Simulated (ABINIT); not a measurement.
Crystal: CdS (Hawleyite).

```
CELL_PARAMETERS angstrom
0.00000 2.91650 2.91650
2.91650 0.00000 2.91650
2.91650 2.91650 0.00000
ATOMIC_POSITIONS crystal
Cd 0.00000 0.00000 0.00000
S 0.75000 0.75000 0.75000
```

Base run:

| Property | Result |
| --- | --- |
| Program | ABINIT 10.8.3 (patched build) |
| Functional | HCTH407 |
| Potentials or basis | JTH PAW PBE v2.0 |
| Cutoff | 599 eV |
| k mesh | 8 × 8 × 8 |
| Occupations | fermi-dirac, width 0.05 eV |
| Spin | no spin polarisation |

Its results: band gap on the k mesh 1.64 eV, direct; pressure 5.2 GPa.

Task: The run is repeated on the same cell with these changes: functional from HCTH407 to BLYP. What comes out?

Result: Band gap on the k mesh 1.07 eV, direct; pressure 6.2 GPa.

Caveats: the PAW data sets were made with another functional, which shifts forces and pressure a little.

Not every run made on this cell is shown here.
